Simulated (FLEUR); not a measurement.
Input of a FLEUR MaX-R8.1 (later development tree) run:

inp.xml

```xml
<?xml version="1.0" encoding="UTF-8" standalone="no"?>
<fleurInput fleurInputVersion="0.39">
   <comment>
      SiC                                                                                                 
   </comment>
   <calculationSetup>
      <cutoffs Kmax="5.54" Gmax="17.2" GmaxXC="17.2" numbands="0"/>
      <scfLoop itmax="60" minDistance="0.00001" maxIterBroyd="15" imix="Anderson" alpha="0.05" precondParam="0.0" spinf="2.0" sdNocoIR="T"/>
      <coreElectrons ctail="T" frcor="F" kcrel="0" coretail_lmax="0"/>
      <xcFunctional name="vwn" relativisticCorrections="F"/>
      <magnetism jspins="1"/>
      <soc l_soc="F" theta="0.0" phi="0.0" spav="F"/>
      <expertModes spex="0" secvar="F"/>
      <geometryOptimization l_f="F" forcealpha="1.0" forcemix="BFGS" epsdisp="0.00001" epsforce="0.00001"/>
      <ldaU l_linMix="F" mixParam="0.05" spinf="1.0"/>
   </calculationSetup>
   <cell>
      <bzIntegration valenceElectrons="16.0" mode="hist" fermiSmearingEnergy="0.00183747">
         <kPointListSelection listName="default-1"/>
         <!-- k-points included here -->
         <xi:include xmlns:xi="http://www.w3.org/2001/XInclude" href="kpts.xml"> </xi:include>
      </bzIntegration>
      <!-- symmetry operations included here -->
      <xi:include xmlns:xi="http://www.w3.org/2001/XInclude" href="sym.xml"> </xi:include>
      <bulkLattice scale="1.0">
         <bravaisMatrix>
            <row-1>    0.0000000000000000     4.1177132255033992     4.1177132255033992</row-1>
            <row-2>    4.1177132255033992     0.0000000000000000     4.1177132255033992</row-2>
            <row-3>    4.1177132255033992     4.1177132255033992     0.0000000000000000</row-3>
         </bravaisMatrix>
      </bulkLattice>
   </cell>
   <atomSpecies>
      <species name="Silicon (Si)" element="Si" atomicNumber="14">
         <mtSphere radius="1.77" gridPoints="585" logIncrement="0.019"/>
         <atomicCutoffs lmax="8" lnonsphr="6"/>
         <electronConfig flipSpins="F">
            <coreConfig>(1s1/2)</coreConfig>
            <valenceConfig>(2s1/2) (2p1/2) (2p3/2) (3s1/2) (3p1/2) (3p3/2)</valenceConfig>
            <stateOccupation state="(3p1/2)" spinUp="0.333333" spinDown="0.333333"/>
            <stateOccupation state="(3p3/2)" spinUp="0.666667" spinDown="0.666667"/>
         </electronConfig>
         <energyParameters s="3" p="3" d="3" f="4"/>
         <lo type="SCLO" l="0" n="2" eDeriv="0"/>
         <lo type="SCLO" l="1" n="2" eDeriv="0"/>
         <lo type="SCLO" l="2" n="3" eDeriv="2"/>
         <lo type="SCLO" l="3" n="4" eDeriv="2"/>
      </species>
      <species name="Carbon (C)" element="C" atomicNumber="6">
         <mtSphere radius="1.53" gridPoints="507" logIncrement="0.02"/>
         <atomicCutoffs lmax="8" lnonsphr="6"/>
         <electronConfig flipSpins="F">
            <coreConfig>(1s1/2)</coreConfig>
            <valenceConfig>(2s1/2) (2p1/2) (2p3/2)</valenceConfig>
            <stateOccupation state="(2p1/2)" spinUp="0.333333" spinDown="0.333333"/>
            <stateOccupation state="(2p3/2)" spinUp="0.666667" spinDown="0.666667"/>
         </electronConfig>
         <energyParameters s="2" p="2" d="3" f="4"/>
         <lo type="SCLO" l="0" n="2" eDeriv="2"/>
         <lo type="SCLO" l="1" n="2" eDeriv="2"/>
         <lo type="SCLO" l="2" n="3" eDeriv="2"/>
      </species>
   </atomSpecies>
   <atomGroups>
      <atomGroup species="Silicon (Si)">
         <relPos label="                   1">.0000000000 .0000000000 .0000000000</relPos>
         <force calculate="T" relaxXYZ="TTT"/>
      </atomGroup>
      <atomGroup species="Carbon (C)">
         <relPos label="                   2">-1.000/4.000 -1.000/4.000 -1.000/4.000</relPos>
         <force calculate="T" relaxXYZ="TTT"/>
      </atomGroup>
   </atomGroups>
   <output dos="F" band="F" slice="F">
      <checks vchk="F" cdinf="F"/>
      <bandDOS minEnergy="-.5*Htr" maxEnergy="0.5*Htr" sigma="0.015" storeEVData="T"/>
      <vacuumDOS vacdos="F" integ="F" star="F" nstars="0" locx1="0.0" locy1="0.0" locx2="0.0" locy2="0.0" nstm="0" tworkf="0.0"/>
      <unfoldingBand unfoldBand="F" supercellX="1" supercellY="1" supercellZ="1"/>
      <plotting iplot="0" polar="F">
         <plot TwoD="T" vec1="  1.0  0.0  0.0" vec2="  0.0  1.0  0.0" vec3="  0.0  0.0  1.0" zero="  0.0  0.0  0.0" file="plot"/>
      </plotting>
      <chargeDensitySlicing numkpt="0" minEigenval="0.0" maxEigenval="0.0" nnne="0" pallst="F"/>
      <specialOutput eonly="F"/>
      <moessbauerParams electricFieldGradient="T" isomerShift="T" coreHyperfine="T" valenceHyperfine="T"/>
      <magneticCircularDichroism mcd="F" energyLo="-10.0" energyUp="0.0"/>
   </output>
  <!-- We include the file relax.xml here to enable relaxations (see documentation) -->
  <xi:include xmlns:xi="http://www.w3.org/2001/XInclude" href="relax.xml"> <xi:fallback/> </xi:include>
</fleurInput>
```

File crystal.txt:

```
SiC
&input cartesian=F /
0.0000000000  2.1790000000  2.1790000000
2.1790000000  0.0000000000  2.1790000000
2.1790000000  2.1790000000  0.0000000000
1.8897261246
1.0 1.0 1.0

2
14 0.0000000000  0.0000000000  0.0000000000
6 0.7500000000  0.7500000000  0.7500000000

&kpt div1=10 div2=10 div3=10 gamma=T /
```

Contents of inp.xml (bands):

```
<?xml version="1.0" encoding="UTF-8" standalone="no"?>
<fleurInput fleurInputVersion="0.39">
   <comment>
      SiC                                                                                                 
   </comment>
   <calculationSetup>
      <cutoffs Kmax="5.54" Gmax="17.2" GmaxXC="17.2" numbands="0"/>
      <scfLoop itmax="60" minDistance="0.00001" maxIterBroyd="15" imix="Anderson" alpha="0.05" precondParam="0.0" spinf="2.0" sdNocoIR="T"/>
      <coreElectrons ctail="T" frcor="F" kcrel="0" coretail_lmax="0"/>
      <xcFunctional name="vwn" relativisticCorrections="F"/>
      <magnetism jspins="1"/>
      <soc l_soc="F" theta="0.0" phi="0.0" spav="F"/>
      <expertModes spex="0" secvar="F"/>
      <geometryOptimization l_f="F" forcealpha="1.0" forcemix="BFGS" epsdisp="0.00001" epsforce="0.00001"/>
      <ldaU l_linMix="F" mixParam="0.05" spinf="1.0"/>
   </calculationSetup>
   <cell>
      <bzIntegration valenceElectrons="16.0" mode="hist" fermiSmearingEnergy="0.00183747">
         <kPointListSelection listName="path-1"/>
         <!-- k-points included here -->
         <xi:include xmlns:xi="http://www.w3.org/2001/XInclude" href="kpts.xml"> </xi:include>
      </bzIntegration>
      <!-- symmetry operations included here -->
      <xi:include xmlns:xi="http://www.w3.org/2001/XInclude" href="sym.xml"> </xi:include>
      <bulkLattice scale="1.0">
         <bravaisMatrix>
            <row-1>    0.0000000000000000     4.1177132255033992     4.1177132255033992</row-1>
            <row-2>    4.1177132255033992     0.0000000000000000     4.1177132255033992</row-2>
            <row-3>    4.1177132255033992     4.1177132255033992     0.0000000000000000</row-3>
         </bravaisMatrix>
      </bulkLattice>
   </cell>
   <atomSpecies>
      <species name="Silicon (Si)" element="Si" atomicNumber="14">
         <mtSphere radius="1.77" gridPoints="585" logIncrement="0.019"/>
         <atomicCutoffs lmax="8" lnonsphr="6"/>
         <electronConfig flipSpins="F">
            <coreConfig>(1s1/2)</coreConfig>
            <valenceConfig>(2s1/2) (2p1/2) (2p3/2) (3s1/2) (3p1/2) (3p3/2)</valenceConfig>
            <stateOccupation state="(3p1/2)" spinUp="0.333333" spinDown="0.333333"/>
            <stateOccupation state="(3p3/2)" spinUp="0.666667" spinDown="0.666667"/>
         </electronConfig>
         <energyParameters s="3" p="3" d="3" f="4"/>
         <lo type="SCLO" l="0" n="2" eDeriv="0"/>
         <lo type="SCLO" l="1" n="2" eDeriv="0"/>
         <lo type="SCLO" l="2" n="3" eDeriv="2"/>
         <lo type="SCLO" l="3" n="4" eDeriv="2"/>
      </species>
      <species name="Carbon (C)" element="C" atomicNumber="6">
         <mtSphere radius="1.53" gridPoints="507" logIncrement="0.02"/>
         <atomicCutoffs lmax="8" lnonsphr="6"/>
         <electronConfig flipSpins="F">
            <coreConfig>(1s1/2)</coreConfig>
            <valenceConfig>(2s1/2) (2p1/2) (2p3/2)</valenceConfig>
            <stateOccupation state="(2p1/2)" spinUp="0.333333" spinDown="0.333333"/>
            <stateOccupation state="(2p3/2)" spinUp="0.666667" spinDown="0.666667"/>
         </electronConfig>
         <energyParameters s="2" p="2" d="3" f="4"/>
         <lo type="SCLO" l="0" n="2" eDeriv="2"/>
         <lo type="SCLO" l="1" n="2" eDeriv="2"/>
         <lo type="SCLO" l="2" n="3" eDeriv="2"/>
      </species>
   </atomSpecies>
   <atomGroups>
      <atomGroup species="Silicon (Si)">
         <relPos label="                   1">.0000000000 .0000000000 .0000000000</relPos>
         <force calculate="T" relaxXYZ="TTT"/>
      </atomGroup>
      <atomGroup species="Carbon (C)">
         <relPos label="                   2">-1.000/4.000 -1.000/4.000 -1.000/4.000</relPos>
         <force calculate="T" relaxXYZ="TTT"/>
      </atomGroup>
   </atomGroups>
   <output dos="F" band="T" slice="F">
      <checks vchk="F" cdinf="F"/>
      <bandDOS minEnergy="-.5*Htr" maxEnergy="0.5*Htr" sigma="0.015" storeEVData="T"/>
      <vacuumDOS vacdos="F" integ="F" star="F" nstars="0" locx1="0.0" locy1="0.0" locx2="0.0" locy2="0.0" nstm="0" tworkf="0.0"/>
      <unfoldingBand unfoldBand="F" supercellX="1" supercellY="1" supercellZ="1"/>
      <plotting iplot="0" polar="F">
         <plot TwoD="T" vec1="  1.0  0.0  0.0" vec2="  0.0  1.0  0.0" vec3="  0.0  0.0  1.0" zero="  0.0  0.0  0.0" file="plot"/>
      </plotting>
      <chargeDensitySlicing numkpt="0" minEigenval="0.0" maxEigenval="0.0" nnne="0" pallst="F"/>
      <specialOutput eonly="F"/>
      <moessbauerParams electricFieldGradient="T" isomerShift="T" coreHyperfine="T" valenceHyperfine="T"/>
      <magneticCircularDichroism mcd="F" energyLo="-10.0" energyUp="0.0"/>
   </output>
  <!-- We include the file relax.xml here to enable relaxations (see documentation) -->
  <xi:include xmlns:xi="http://www.w3.org/2001/XInclude" href="relax.xml"> <xi:fallback/> </xi:include>
</fleurInput>
```

Potentials or basis: all-electron, FLAPW.

The run is started by

```bash
$ inpgen -f crystal.txt -profile fastHighL
$ # inp.xml edited to the form shown
$ fleur_MPI
$ fleur_MPI   # second run, on inp.xml (bands)
```

Predict the band gap on the k mesh.

1.32 eV, indirect (least direct gap 4.51 eV).

What does it give for the band gap along the path?

1.32 eV, indirect (least direct gap 4.51 eV).

Levels at the corners of the path, in eV from the valence-band top:
```csv
point,band 5,band 6,band 7,band 8,band 9,band 10,band 11,band 12
Γ,-15.32,0.00,0.00,0.00,6.28,7.20,7.20,7.20
X,-10.22,-7.82,-3.19,-3.19,1.32,4.19,13.83,13.83
W,-9.97,-7.04,-5.02,-4.71,5.14,9.34,9.37,9.62
K,-10.22,-7.29,-5.57,-2.60,3.04,7.65,11.71,12.30
Γ,-15.32,0.00,0.00,0.00,6.28,7.20,7.20,7.20
L,-11.70,-8.55,-1.06,-1.06,5.39,7.14,7.14,9.92
U,-10.22,-7.29,-5.57,-2.60,3.04,7.65,11.71,12.30
W,-9.97,-7.04,-5.02,-4.71,5.14,9.34,9.37,9.62
L,-11.70,-8.55,-1.06,-1.06,5.39,7.14,7.14,9.92
K,-10.22,-7.29,-5.57,-2.60,3.04,7.65,11.71,12.30
U,-10.22,-7.29,-5.57,-2.60,3.04,7.65,11.71,12.30
X,-10.22,-7.82,-3.19,-3.19,1.32,4.19,13.83,13.83
```

**Experimental background.**

From “Insight into the structural, elastic and electronic properties of a new orthorhombic 6O-SiC polytype”, 2020, pmc:7200658, for a bulk crystal of SiC: band gap 2.4 eV (indirect).

A measured gap of SiC is 2.4 eV (indirect; quoted in “Insight into the structural, elastic and electronic properties of a new orthorhombic 6O-SiC polytype”, 2020, pmc:7200658); the calculated 1.32 eV misses it by -1.08 eV. The value is that of LDA, without temperature or zero-point motion. Semilocal functionals fall short of measured gaps as a rule.
